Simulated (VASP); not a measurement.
A run of VASP 6.6.1 is set up as follows.

Contents of INCAR:

```
  ALGO = Normal
  EDIFF = 1E-7
  EDIFFG = -0.01
  ENCUT = 600
  IBRION = 2
  ISIF = 2
  ISMEAR = 0
  LASPH = True
  LCHARG = False
  LMIXTAU = True
  LREAL = False
  LWAVE = False
  METAGGA = R2SCAN
  NELM = 80
  NSW = 40
  PREC = Accurate
  SIGMA = 0.03
```

KPOINTS

```
k-points
0
Gamma
  10 10 10
```

Contents of POSCAR:

```
SiC                                     
1.0
    0.0000000000      2.1770435138      2.1770435138
    2.1770435138      0.0000000000      2.1770435138
    2.1770435138      2.1770435138      0.0000000000
  Si              C             
     1     1
Direct
     0.0000000000000000    0.0000000000000000    0.0000000000000000
     0.2500000000000000    0.2500000000000000    0.2500000000000000
```

Potentials or basis: VASP PAW PBE potentials, release 64 (Si, C).

The run is started by

```sh
$ cat potpaw_PBE.64/Si/POTCAR potpaw_PBE.64/C/POTCAR > POTCAR
$ mpirun -np 1 vasp_std > vasp.out
```

(1) Estimate the band gap on the k mesh.

Results:

(1) 1.72 eV, indirect (least direct gap 5.06 eV).

Caveat: the relaxation stopped at its first step, so nothing moved.

**What was measured.**

From “Insight into the structural, elastic and electronic properties of a new orthorhombic 6O-SiC polytype”, 2020, pmc:7200658, for a bulk crystal of SiC: band gap 2.4 eV (indirect).

Measured gap of SiC: 2.4 eV (indirect; quoted in “Insight into the structural, elastic and electronic properties of a new orthorhombic 6O-SiC polytype”, 2020, pmc:7200658). This calculation gives 1.72 eV (-0.68 eV). The value is that of r2SCAN on a finite k mesh, which can miss the band edges, without temperature or zero-point motion.
